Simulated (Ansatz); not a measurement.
# BaTiO3: the cost of one run

Computed with Ansatz 0.2.0 (DFT PBE, scalar-relativistic, unless a step's input says otherwise).

## Step 1: The structure to begin with

It takes space group R3m (No. 160, trigonal). The conventional cell has a = 5.655 Å, b = 5.655 Å, c = 6.953 Å, α = 90.00°, β = 90.00°, γ = 120.00°. Around Ba (site symmetry 3m) lie 12 O at 2.79 to 2.88 Å. Around Ti (site symmetry 3m) lie 6 O at 1.88 to 2.14 Å. O (site symmetry m) has 2 Ti at 1.88 to 2.14 Å as nearest neighbours.

As a file:

```xyz
5
Lattice="2.8277 1.6326 2.3177 -2.8277 1.6326 2.3177 0.0000 -3.2651 2.3177" Properties=species:S:1:pos:R:3 pbc="T T T"
Ba    0.0000    0.0000    0.0000
Ti    0.0000    0.0000    3.5739
O     0.0000   -1.5996    4.5536
O    -1.3853    0.7998    4.5536
O     1.3853    0.7998    4.5536
```

Atoms are numbered in the order of the input: Ba1, Ti2, O3, O4, O5.

## Step 2: After the deformation

Space group R3m before, R3m after.

## Step 3: Full-potential LAPW

The input, input.yaml:

```yaml
crystal:
  lattice:
    - [2.8276681575, 1.6325549719, 2.2481996598]
    - [-2.8276681575, 1.6325549719, 2.2481996598]
    - [0.0, -3.2651099438, 2.2481996598]
  atoms:
    - { symbol: Ba, position: [0.0, 0.0, 0.0] }
    - { symbol: Ti, position: [0.514, 0.514, 0.514] }
    - { symbol: O, position: [0.4916, 0.4916, 0.9815] }
    - { symbol: O, position: [0.4916, 0.9815, 0.4916] }
    - { symbol: O, position: [0.9815, 0.4916, 0.4916] }
kpoints:
  mp_grid: { grid: [9, 9, 9] }
  band_path:
    path:
      - [0.0, 0.0, 0.0]
      - [0.5, 0.0, 0.0]
      - [0.5, -0.5, 0.5]
      - [0.4827363762, -0.5172636238, 0.4827363762]
      - [0.4827363762, 0.4827363762, 0.4827363762]
      - [0.0, 0.0, 0.0]
      - [0.5, -0.5, 0.0]
    npoints: 5
scf:
  occupations: { method: fermi_dirac, width: 0.05 }
hamiltonian:
  xc: pbe
  pseudopotentials: { kind: all_electron, lapw: { basis_error: 0.001 } }
output:
  forces: true
  stress: true
  eigenvalues: true
```

Started as:

```console
$ ansatz run input.yaml --threads 2 --pin off --max-ram 6144MiB --backend cpu --events-out ev --progress --plain --runs-dir out
```

**Question.** How long does this run take on 2 threads of Arm Neoverse V1, shared host, and how much memory does it need?

About 2.4 min, with a peak of 0.9 GiB.
